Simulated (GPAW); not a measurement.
The system is Ti.

```xyz
2
Lattice="2.9500 0.0000 0.0000 -1.4750 2.5548 0.0000 0.0000 0.0000 4.6800" Properties=species:S:1:pos:R:3 pbc="T T T"
Ti    1.4750    0.8516    3.5100
Ti    0.0000    1.7032    1.1700
```

```yaml
Program: GPAW 26.7.0
Task: relaxation of cell and atoms
Functional: PBEsol
Dispersion: D3
Potentials_or_basis: PAW data sets generated in the run's folder for this functional
Cutoff: 600 eV
Basis: pw
k_mesh: 9 × 9 × 5
Occupations: fermi-dirac, width 0.05 eV
Spin: no spin polarisation
```

At the start: pressure -10.2 GPa; volume 17.64 Å³/atom.

Task: How do energy, volume and symmetry change on relaxing?

Result: Over 4 steps the energy falls by 46.1 meV/atom and the volume is 16.04 Å³/atom (-9.0 %); space group P6_3/mmc (No. 194, to 0.05 Å).

The path:
```
step  energy change (eV)  largest force (eV/Å)  pressure (GPa)  volume (Å³)
   1              0.0000                0.0000          -10.20        35.27
   2             -0.0434                0.0001           -7.95        34.43
   3             -0.0907                0.0000            0.73        31.89
   4             -0.0922                0.0000           -0.05        32.08
```

Final structure:
```
Ti
1.0
     2.86043    0.00000    0.00000
    -1.43022    2.47721    0.00000
     0.00000    0.00000    4.52770
Ti
2
Cartesian
  1.4302 0.8257 3.3958
  0.0000 1.6515 1.1319
```

Caveat: later steps reuse the first step's grids; pairwise dispersion overbinds metals, which lowers pressure and volume.
